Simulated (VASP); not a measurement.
Wanted: the native input for a VASP 6.6.1 run.

* Task: single point
* Functional: LAK
* Potentials or basis: VASP PAW PBE potentials, release 64 (Ga)
* Cutoff: 500 eV
* k mesh: 13 × 13 × 13
* Occupations: gaussian, width 0.01 eV
* Spin: no spin polarisation
* Further INCAR settings: ALGO = Normal; EDIFF = 1e-06; NBANDS = 8

The structure of Ga lies in POSCAR:

```
Ga
1.0
   -1.3843987196      1.3843987196      2.3112238365
    1.3843987196     -1.3843987196      2.3112238365
    1.3843987196      1.3843987196     -2.3112238365
Ga
1
Cartesian
    0.0000000000      0.0000000000      0.0000000000
```

This isn't the form of Ga at room conditions, which is orthorhombic.

One way to write it, as run:

INCAR

```
PREC = Accurate ; ENCUT = 500
EDIFF = 1E-6 ; ISMEAR = 0
SIGMA = 0.01 ; LREAL = F
LASPH = T ; NELM = 100
ALGO = Normal ; ISIF = 2
LWAVE = F ; LCHARG = T
METAGGA = LAK ; LMIXTAU = T
LELF = T ; LVHAR = T
NBANDS = 8
```

KPOINTS

```
regular mesh
0
Gamma
  13 13 13
```

Potentials or basis: VASP PAW PBE potentials, release 64 (Ga).

Run with:

```console
$ cat potpaw_PBE.64/Ga/POTCAR > POTCAR
$ mpirun -np 1 vasp_std > vasp.out
```

Results of the run:

```
Pressure               : 2.3 GPa
Band gap on the k mesh : none (metal or under the smearing width)
```

Caveat: the PAW data sets were made with another functional, which shifts forces and pressure a little.

Run time: 85 s on 1 thread of Intel(R) Xeon(R) Platinum 8488C (Sapphire Rapids) (shared host), peak memory 0.16 GiB.
